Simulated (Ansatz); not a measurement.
Chalcopyrite CuInS2 was calculated with revPBE in Ansatz (plane waves, PAW).

Run with plane-wave cutoff 520 eV, 10×10×10 k mesh, Fermi–Dirac smearing 0.01 eV, no spin polarisation, scalar-relativistic PAW data made under PBE.

Equation-of-state points:

| V (Å³/atom) | E − E_lowest (meV/atom) |
|---|---|
| 21.533 | 7.15 |
| 21.982 | 1.73 |
| 22.430 | 0.00 |
| 22.879 | 1.55 |
| 23.328 | 6.00 |

Task: Estimate the bulk modulus and its pressure derivative from these points.

Result: V0 = 22.434 Å³/atom, B0 = 58.4 GPa, B′ = 5.0 (fit to the energies at full precision).

Shape and atoms are relaxed at each volume.

Note: the bulk modulus comes from volumes at which shape and atoms were relaxed.

Spin–orbit coupling is not included.

Ansatz is a first-principles code.
